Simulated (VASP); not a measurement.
## CaF2 (Fluorite): relaxation of cell and atoms with LDA

CaF2 (Fluorite):

```
CELL_PARAMETERS angstrom
0.00000 2.66647 2.66647
2.66647 0.00000 2.66647
2.66647 2.66647 0.00000
ATOMIC_POSITIONS crystal
Ca 0.00000 0.00000 0.00000
F 0.25000 0.25000 0.25000
F 0.75000 0.75000 0.75000
```

```yaml
Program: VASP 6.6.1
Task: relaxation of cell and atoms
Functional: LDA
Potentials_or_basis: VASP PAW LDA potentials, release 64 (Ca_sv, F)
Cutoff: 600 eV
k_mesh: 8 × 8 × 8
Occupations: gaussian, width 0.03 eV
Spin: no spin polarisation
Further_INCAR_settings: ALGO = Normal; EDIFF = 1e-07; IBRION = 2; EDIFFG = -0.005; NSW = 90; ISIF = 3
```

The relaxed volume is 12.65 Å³/atom and the relaxed cell is a = 3.772 Å, b = 3.772 Å, c = 3.772 Å, α = 60.00°, β = 60.00°, γ = 60.00°. The space group after relaxing (to 0.05 Å) is Fm-3m (No. 225). The energy gained by relaxing is 0.0 meV/atom, the ionic steps are 2 and the pressure after relaxing is 0.0 GPa. The band gap on the k mesh is 7.33 eV, indirect (least direct gap 7.60 eV).

Final structure:
```
CELL_PARAMETERS angstrom
0.00000 2.66734 2.66734
2.66734 0.00000 2.66734
2.66734 2.66734 0.00000
ATOMIC_POSITIONS crystal
Ca 0.00000 0.00000 0.00000
F 0.25000 0.25000 0.25000
F 0.75000 0.75000 0.75000
```

Levels at points of the mesh, in eV from the valence-band top:
| k point | band 9 | band 10 | band 11 | band 12 | band 13 | band 14 | band 15 | band 16 |
| --- | --- | --- | --- | --- | --- | --- | --- | --- |
| (0.00, 0.00, 0.00) | -2.41 | -0.27 | -0.27 | -0.27 | 7.33 | 9.29 | 9.29 | 11.76 |
| (0.50, 0.00, 0.00) | -1.42 | -1.36 | -0.90 | -0.90 | 9.55 | 9.55 | 10.12 | 10.65 |
| (0.50, 0.50, 0.00) | -1.77 | -0.42 | -0.42 | 0.00 | 8.05 | 9.84 | 10.39 | 11.31 |

It took 16 s on 2 MPI ranks on Intel(R) Xeon(R) Platinum 8488C (Sapphire Rapids), with other jobs on the host, peak memory 0.15 GiB a rank.

A k mesh can miss the band edges. As with any semilocal functional, this LDA gap is likely too small.
